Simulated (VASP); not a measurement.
Ag2O: band structure with LDA

Ag2O:

```
Ag O
1.0
     4.70220    0.00000    0.00000
     0.00000    4.70220    0.00000
     0.00000    0.00000    4.70220
Ag O
4 2
Direct
  0.25000 0.25000 0.25000
  0.25000 0.75000 0.75000
  0.75000 0.75000 0.25000
  0.75000 0.25000 0.75000
  0.00000 0.00000 0.00000
  0.50000 0.50000 0.50000
```

```
Program                : VASP 6.6.1
Task                   : band structure
Functional             : LDA
Potentials or basis    : VASP PAW LDA potentials, release 64 (Ag, O)
Cutoff                 : 520 eV
k mesh                 : 8 × 8 × 8
Occupations            : methfessel-paxton, width 0.1 eV
Spin                   : no spin polarisation
Further INCAR settings : ALGO = Normal; EDIFF = 1e-06
```

```yaml
Pressure: -3.8 GPa
Band_gap_on_the_k_mesh: 0.04 eV, direct
Band_gap_along_the_path: 0.04 eV, direct
```

Levels at the corners of the path, in eV from the valence-band top:
```csv
point,band 26,band 27,band 28,band 29,band 30,band 31
Γ,0.00,0.00,0.00,0.04,1.86,1.86
X,-1.66,-0.50,-0.50,2.06,2.06,4.64
X,-1.66,-0.50,-0.50,2.06,2.06,4.64
M,-1.68,-0.85,-0.85,2.02,2.02,3.69
M,-1.68,-0.85,-0.85,2.02,2.02,3.69
Γ,0.00,0.00,0.00,0.04,1.86,1.86
Γ,0.00,0.00,0.00,0.04,1.86,1.86
R,-0.71,-0.71,-0.71,2.42,2.42,2.42
R,-0.71,-0.71,-0.71,2.42,2.42,2.42
X,-1.66,-0.50,-0.50,2.06,2.06,4.64
M,-1.68,-0.85,-0.85,2.02,2.02,3.69
R,-0.71,-0.71,-0.71,2.42,2.42,2.42
```

Wall time 49 s on 4 MPI ranks on Intel(R) Xeon(R) 6975P-C (Granite Rapids), with other jobs on the host, peak memory 0.28 GiB a rank.
